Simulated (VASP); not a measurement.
Here is a VASP 6.6.1 calculation.

Contents of INCAR:

```
SYSTEM = CdTe
  ALGO = Normal
  EDIFF = 1E-6
  ENCUT = 500
  GGA = PS
  GGA_COMPAT = .False.
  ISIF = 2
  ISMEAR = 0
  LASPH = .True.
  LCHARG = .False.
  LREAL = .False.
  LWAVE = .False.
  NBANDS = 16
  NELM = 120
  PREC = Accurate
  SIGMA = 0.01
```

Contents of KPOINTS:

```
k-points
0
Gamma
  4 4 4
  0 0 0
```

The input POSCAR:

```
CdTe
1.0
    0.0000000000      3.2799012430      3.2799012430
    3.2799012430      0.0000000000      3.2799012430
    3.2799012430      3.2799012430      0.0000000000
Cd Te
1 1
Direct
    0.0000000000      0.0000000000      0.0000000000
    0.2500000000      0.2500000000      0.2500000000
```

Potentials or basis: VASP PAW PBE potentials, release 64 (Cd, Te).

Launch:

```sh
$ cat potpaw_PBE.64/Cd/POTCAR potpaw_PBE.64/Te/POTCAR > POTCAR
$ mpirun -np 1 vasp_std > vasp.out
```

(1) Predict the band gap on the k mesh.

(2) What does it give for the pressure?

Answers

(1) 0.54 eV, direct.

(2) -0.9 GPa.

Caveat: the PAW data sets were made with another functional, which shifts forces and pressure a little; spin-orbit coupling is left out, which moves the levels of the heavy elements.

**What was measured.**

From a printed reference work, data compilation, for a bulk crystal of CdTe at 0 K: band gap 1.607 eV.

Against the measured gap of CdTe, 1.607 eV (0 K; a printed reference work, data compilation), the calculated 0.54 eV is off by -1.07 eV. So large a miss can be the level of theory's own, or it may mean another phase, state or a wrong row. Spin-orbit coupling on Cd, Te is left out. The value is that of PBEsol, without temperature or zero-point motion. Semilocal functionals fall short of measured gaps as a rule.
